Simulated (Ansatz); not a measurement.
Write the native input for Ansatz 0.2.0 that does the following.

```
Task                : molecular dynamics
Functional          : PBE
Potentials or basis : Ansatz PAW
Cutoff              : 420 eV (not typed: the program's choice for these potentials)
k mesh              : 5 × 5 × 5
Occupations         : fermi-dirac, width 0.1 eV
Spin                : no spin polarisation
Temperature         : 600 K
```

TePb:

```
Pb Te
1.0
     0.00000    3.23100    3.23100
     3.23100    0.00000    3.23100
     3.23100    3.23100    0.00000
Pb Te
1 1
Direct
  0.00000 0.00000 0.00000
  0.50000 0.50000 0.50000
```

These files were run (other wordings do the same):

input.yaml

```yaml
crystal:
  lattice:
    - [0.0, 3.231, 3.231]
    - [3.231, 0.0, 3.231]
    - [3.231, 3.231, 0.0]
  atoms:
    - { symbol: Pb, position: [0.0, 0.0, 0.0] }
    - { symbol: Te, position: [0.5, 0.5, 0.5] }
hamiltonian:
  xc: pbe
  pseudopotentials: { kind: paw }
kpoints:
  mp_grid: { grid: [5, 5, 5] }
scf:
  occupations: { method: fermi_dirac, width: 0.1 }
md:
  timestep: 1.0
  n_steps: 20
  ensemble: nve
  temperature: 600
  initial_velocities: maxwell_boltzmann
  seed: 197
```

Potentials or basis: Ansatz PAW.

Run with:

```console
$ ansatz run input.yaml --threads 1 --pin off --max-ram 2560MiB --backend cpu --events-out ev --progress --plain --runs-dir out
```

It took 78 s on 1 thread of Arm Neoverse V2, on a shared host, peak memory 0.42 GiB.
